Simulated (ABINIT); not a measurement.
Input of an ABINIT 10.8.3 (patched build) run:

Contents of run.abi:

```
# Pseudopotentials
pp_dirpath "./"
pseudos "Si.upf, C.upf"

# Structure
acell 3*1.0
rprim
     5.8127975593     0.0000000000     0.0000000000
    -2.9063987797     5.0340303534     0.0000000000
     0.0000000000     0.0000000000     9.5393374771
ntypat 2
znucl 14 6
natom 4
typat 1 1 2 2
xred
     0.6666666667     0.3333333333     0.5000000000
     0.3333333333     0.6666666667     0.0000000000
     0.6666666667     0.3333333333     0.8850000000
     0.3333333333     0.6666666667     0.3850000000

# Plane-wave basis
ecut 37.0

# k points
kptopt 1
ngkpt 8 8 4
nshiftk 1
shiftk 0.0 0.0 0.0

# Exchange and correlation
ixc 11

# Bands and occupations
nband 12
occopt 3
tsmear 0.00183747

# SCF cycle
nstep 100
tolvrs 1.0e-10

# Output
iomode 3
prtwf 0
prtden 0
prteig 0
prtebands 0
enunit 1
```

Potentials or basis: PseudoDojo NC SR PBE v0.4.1 standard.

The run is started by

```sh
$ abinit run.abi > log 2>&1
```

**Question.** Estimate the band gap on the k mesh.

**Answer.** 2.59 eV, indirect (least direct gap 4.09 eV).

**Question.** What does it give for the pressure?

**Answer.** 3.4 GPa.

**Question.** What does it give for the largest force?

**Answer.** 0.757 eV/Å.

Stress tensor (GPa, compression positive):
```
5.08 0.00 0.00
0.00 5.08 0.00
0.00 0.00 0.11
```

A k mesh can miss the band edges. Expect the measured gap to be larger: semilocal functionals such as PBE lack the derivative discontinuity.
